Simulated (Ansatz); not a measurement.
CuAu under changes of volume

One of the cells (15.351 Å³/atom); the others are scaled copies at fixed shape and fractional positions:

```
Au Cu
1.0
     1.44306    0.83315    4.25617
    -1.44306    0.83315    4.25617
     0.00000   -1.66630    4.25617
Au Cu
1 1
Cartesian
  0.0000 0.0000 0.0000
  0.0000 0.0000 6.3843
```

The cell comes from a database or a generator and needn't be the stable form of this composition.

```yaml
Program: Ansatz 0.2.0
Functional: PBEsol
Potentials_or_basis: Ansatz PAW earlier set
Cutoff: "700 eV (not typed: the program's choice for these potentials)"
k_mesh: 11 × 11 × 11
Occupations: fermi-dirac, width 0.05 eV
Spin: no spin polarisation
```

```tsv
volume (Å³/atom)	energy over the lowest point (meV/atom)	pressure (GPa)
14.430	0.00	0.9
14.737	1.67	-2.5
15.044	9.42	-5.5
15.351	?	?
15.658	40.10	-10.3
15.965	61.76	-12.3
16.272	86.89	-13.9
```

Question: What does the run at 15.351 Å³/atom give?

Answer: Energy over the lowest point 22.45 meV/atom; pressure -8.1 GPa.

Worked out: A Birch-Murnaghan fit of order 3 (a polynomial in V^(-2/3)) to the other rows has its minimum at 14.50 Å³/atom with B0 = V·E''(V) = 166 GPa and B' = 5.5 at fixed shape and positions, which overstates the stiffness. It gives 22.46 meV/atom at 15.351 Å³/atom, against the run's 22.45, and -dE/dV = -8.1 GPa, against -8.1.

Energies are extrapolated to zero smearing.

Caveats: the PAW data sets come from PBE, with cores solved anew for the run's functional, which leaves a small shift of forces and pressure.
